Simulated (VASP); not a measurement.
Output of a VASP run:

**OUTCAR**
```
 ion  position               nearest neighbor table
   1  0.000  0.000  0.000-
   2  0.500  0.500  0.500-
  LATTYP: Found a simple cubic cell.
 ALAT       =     4.4334816927
 Subroutine PRICEL returns:
 Original cell was already a primitive cell.
 Subroutine GETGRP returns: Found 48 space group operations
The static configuration has the point symmetry O_h .
The dynamic configuration has the point symmetry O_h .
 Subroutine INISYM returns: Found 48 space group operations
 Subroutine IBZKPT returns following result:
 Found     20 irreducible k-points:

 Following reciprocal coordinates:
            Coordinates               Weight
  0.000000  0.000000  0.000000      1.000000
  0.166667  0.000000  0.000000      6.000000
  0.333333  0.000000  0.000000      6.000000
  0.500000  0.000000  0.000000      3.000000
  0.166667  0.166667  0.000000     12.000000
  0.333333  0.166667  0.000000     24.000000
  0.500000  0.166667  0.000000     12.000000
  0.333333  0.333333  0.000000     12.000000
  0.500000  0.333333  0.000000     12.000000
  0.500000  0.500000  0.000000      3.000000
  0.166667  0.166667  0.166667      8.000000
  0.333333  0.166667  0.166667     24.000000
  0.500000  0.166667  0.166667     12.000000
  0.333333  0.333333  0.166667     24.000000
  0.500000  0.333333  0.166667     24.000000
  0.500000  0.500000  0.166667      6.000000
  0.333333  0.333333  0.333333      8.000000
  0.500000  0.333333  0.333333     12.000000
  0.500000  0.500000  0.333333      6.000000
  0.500000  0.500000  0.500000      1.000000
   k-points           NKPTS =     20   k-points in BZ     NKDIM =     20   number of bands    NBANDS=     12
   number of dos      NEDOS =    301   number of ions     NIONS =      2
   total plane-waves  NPLWV =  46656
   dimension x,y,z NGX =    36 NGY =   36 NGZ =   36
   dimension x,y,z NGXF=    72 NGYF=   72 NGZF=   72
   ions per type =               1   1
   PREC   = accura    normal or accurate (medium, high low for compatibility)
   ISTART =      0    job   : 0-new  1-cont  2-samecut
   ICHARG =      2    charge: 1-file 2-atom 10-const
   ISPIN  =      1    spin polarized calculation?
   LNONCOLLINEAR =      F non collinear calculations
   LSORBIT =      F    spin-orbit coupling
   INIWAV =      1    electr: 0-lowe 1-rand  2-diag
   ENCUT  =  520.0 eV  38.22 Ry    6.18 a.u.   8.24  8.24  8.24*2*pi/ulx,y,z
   NELM   =    100;   NELMIN=  2; NELMDL= -5     # of ELM steps
   EDIFF  = 0.1E-06   stopping-criterion for ELM
   LREAL  =      F    real-space projection
   NLSPLINE    = F    spline interpolate recip. space projectors
   LMAXMIX     =    4 max onsite mixed and CHGCAR
   VOSKOWN=      0    Vosko Wilk Nusair interpolation
   EDIFFG = 0.1E-05   stopping-criterion for IOM
   NSW    =      0    number of steps for IOM
   NBLOCK =      1;   KBLOCK =      1    inner block; outer block
   IBRION =     -1    ionic relax: 0-MD 1-quasi-New 2-CG
   NFREE  =      0    steps in history (QN), initial steepest desc. (CG)
   ISIF   =      2    stress and relaxation
   ISYM   =      2    0-nonsym 1-usesym 2-fastsym
   TEIN   =    0.0    initial temperature
   TEBEG  =    0.0;   TEEND  =   0.0 temperature during run
   SMASS  =  -3.00    Nose mass-parameter (am)
   PSTRESS=    0.0 pullay stress
   NELECT =      16.0000    total number of electrons
   EFERMI =   0.00;   METHOD = LEGACY
   ISMEAR =     0;   SIGMA  =   0.05  broadening in eV -4-tet -1-fermi 0-gaus
   IALGO  =     38    algorithm
   LDIAG  =      T    sub-space diagonalisation (order eigenvalues)
   IMIX   =      4    mixing-type and parameters
     AMIX     =   0.40;   BMIX     =  1.00
     AMIX_MAG =   1.60;   BMIX_MAG =  1.00
     AMIN     =   0.10
   GGA     = PE    functional components
   VOSKOWN =     0    Vosko Wilk Nusair interpolation
   LHFCALC =     F    Hartree Fock is set to
   LHFONE  =     F    Hartree Fock one center treatment
...
```

**OSZICAR**
```
       N       E                     dE             d eps       ncg     rms          rms(c)
DAV:   1     0.100160471342E+03    0.10016E+03   -0.64843E+03   480   0.111E+03
DAV:   2     0.117070499284E+01   -0.98990E+02   -0.93184E+02   756   0.177E+02
DAV:   3    -0.623485744740E+01   -0.74056E+01   -0.73863E+01   592   0.579E+01
DAV:   4    -0.631503882471E+01   -0.80181E-01   -0.80139E-01   552   0.692E+00
DAV:   5    -0.631579888436E+01   -0.76006E-03   -0.75996E-03   600   0.663E-01    0.180E+00
DAV:   6    -0.606148904741E+01    0.25431E+00   -0.38554E-01   548   0.305E+00    0.110E+00
DAV:   7    -0.601876618700E+01    0.42723E-01   -0.19160E-01   580   0.219E+00    0.600E-01
DAV:   8    -0.602168335338E+01   -0.29172E-02   -0.13520E-02   560   0.830E-01    0.101E-01
DAV:   9    -0.602215321820E+01   -0.46986E-03   -0.29677E-03   548   0.323E-01    0.842E-02
DAV:  10    -0.602219214292E+01   -0.38925E-04   -0.20626E-04   572   0.114E-01    0.114E-02
DAV:  11    -0.602219736788E+01   -0.52250E-05   -0.43031E-05   576   0.388E-02    0.494E-03
DAV:  12    -0.602219744733E+01   -0.79449E-07   -0.87799E-06   572   0.182E-02    0.125E-03
DAV:  13    -0.602219745552E+01   -0.81944E-08   -0.20562E-07   540   0.357E-03
   1 F= -.65524358E+01 E0= -.65524358E+01  d E =-.141472E-11
```

### OUTCAR
```
------------------------ aborting loop because EDIFF is reached ----------------------------------------
 Edisp (eV)   -0.53024
  FORCE on cell =-STRESS in cart. coord.  units (eV):
  Direction    XX          YY          ZZ          XY          YZ          ZX
  --------------------------------------------------------------------------------------
  Total      -0.18758    -0.18758    -0.18758     0.00000    -0.00000    -0.00000
  in kB      -3.44872    -3.44872    -3.44872     0.00000    -0.00000    -0.00000
  external pressure =       -3.45 kB  Pullay stress =        0.00 kB
  volume of cell :       87.14
      direct lattice vectors                 reciprocal lattice vectors
     4.433481693  0.000000000  0.000000000     0.225556362  0.000000000  0.000000000
     0.000000000  4.433481693  0.000000000     0.000000000  0.225556362  0.000000000
     0.000000000  0.000000000  4.433481693     0.000000000  0.000000000  0.225556362
 POSITION                                       TOTAL-FORCE (eV/Angst)
 -----------------------------------------------------------------------------------
      0.00000      0.00000      0.00000         0.000000      0.000000      0.000000
      2.21674      2.21674      2.21674         0.000000      0.000000      0.000000
 -----------------------------------------------------------------------------------
    total drift:                                0.000000      0.000000      0.000000
  FREE ENERGIE OF THE ION-ELECTRON SYSTEM (eV)
  ---------------------------------------------------
  free  energy   TOTEN  =        -6.5524357731 eV

  energy  without entropy=       -6.5524357731  energy(sigma->0) =       -6.55243577
```
(Selected blocks of OUTCAR.)

POSCAR:
```
CsBr
1
    4.4334816927     0.0000000000     0.0000000000
    0.0000000000     4.4334816927     0.0000000000
    0.0000000000     0.0000000000     4.4334816927
Cs Br
1 1
Direct
  0.0000000000   0.0000000000   0.0000000000
  0.5000000000   0.5000000000   0.5000000000
```

Write an INCAR and KPOINTS that could have produced this output.

Several could match; the one computed here: the input of the run itself, PBE GGA with D3 dispersion (zero damping), plane waves, VASP's PBE PAW potentials (set 64).

### KPOINTS
```
Automatic
0
Gamma
6 6 6
```

### INCAR
```
SYSTEM = CsBr
PREC = Accurate
ENCUT = 520
EDIFF = 1E-7
NELM = 100
ALGO = Normal
LREAL = .FALSE.
LASPH = .TRUE.
ISMEAR = 0
SIGMA = 0.05
GGA = PE
IVDW = 11
LMAXMIX = 4
LWAVE = .FALSE.
LCHARG = .FALSE.
ISIF = 2
```

POTCAR, in this order: Cs_sv Br (PBE.64 set). Program: vasp_std.

The compound is CsBr in the CsCl type structure. This cell is one point of a volume scan, at 1.03 of the reference volume.
